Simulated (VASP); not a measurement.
## VASP 6.6.1 run: CaSe

INCAR

```
ISMEAR = -1
LWAVE = .FALSE.
LREAL = .FALSE.
ISIF = 2
ENCUT = 520
EDIFF = 1E-7
NSW = 0
SIGMA = 0.02
GGA = PE
NBANDS = 12
LASPH = .TRUE.
IBRION = -1
PREC = Accurate
NELM = 62
LCHARG = .FALSE.
```

KPOINTS

```
KPOINTS created by Atomic Simulation Environment
0
Gamma
8 8 8
0 0 0
```

POSCAR

```
Ca Se
 1.0000000000000000
     0.0000000000000000    3.0565611637000001    2.9378032961999998
     3.0565611637000001    0.0000000000000000    2.9378032961999998
     3.0565611637000001    3.0565611637000001    0.0000000000000000
 Ca  Se
   1   1
Cartesian
  0.0000000000000000  0.0000000000000000  0.0000000000000000
  3.0565611636999996  3.0565611636999996  2.9378032961999994
```

The recommended PBE PAW datasets give the neutral cell 16 valence electrons.

Command

```
mpirun -np 1 vasp_std
```

How does this run end, and what does it give?

It converged. Results: gap between bands v and c on the k mesh 2.14 eV; least direct gap on the k mesh 2.95 eV; pressure -1.3 GPa. Band v is the last that the valence electrons fill when counted band by band, and c is the next.

OSZICAR

```
N       E                     dE             d eps       ncg     rms          rms(c)
DAV:   1     0.107044983648E+03    0.10704E+03   -0.75596E+03  1416   0.121E+03
DAV:   2    -0.430760936391E+01   -0.11135E+03   -0.10682E+03  1596   0.280E+02
DAV:   3    -0.927804761214E+01   -0.49704E+01   -0.49258E+01  1820   0.570E+01
DAV:   4    -0.961814733735E+01   -0.34010E+00   -0.33967E+00  2632   0.119E+01
DAV:   5    -0.961967031744E+01   -0.15230E-02   -0.15228E-02  1748   0.919E-01    0.428E+00
DAV:   6    -0.946517976203E+01    0.15449E+00   -0.33897E-01  1776   0.298E+00    0.256E+00
DAV:   7    -0.945952162493E+01    0.56581E-02   -0.15166E-01  2208   0.248E+00    0.793E-01
DAV:   8    -0.946336964399E+01   -0.38480E-02   -0.16616E-02  1736   0.105E+00    0.939E-02
DAV:   9    -0.946368626632E+01   -0.31662E-03   -0.12017E-03  1840   0.304E-01    0.743E-02
DAV:  10    -0.946388666640E+01   -0.20040E-03   -0.42674E-04  1940   0.166E-01    0.246E-02
DAV:  11    -0.946387935391E+01    0.73125E-05   -0.17208E-04  1820   0.118E-01    0.124E-02
DAV:  12    -0.946387794977E+01    0.14041E-05   -0.12177E-05  1816   0.266E-02    0.266E-03
DAV:  13    -0.946387784448E+01    0.10530E-06   -0.46790E-07  1884   0.586E-03    0.102E-03
DAV:  14    -0.946387776077E+01    0.83706E-07   -0.23058E-07  1740   0.372E-03
   1 F= -.94638778E+01 E0= -.94638778E+01  d E =-.685159E-11
```

For comparison, a separate PBE run of the intended cell, on usual settings and not on those above, gives a gap of 2.14 eV on its mesh and a pressure of -1.3 GPa.
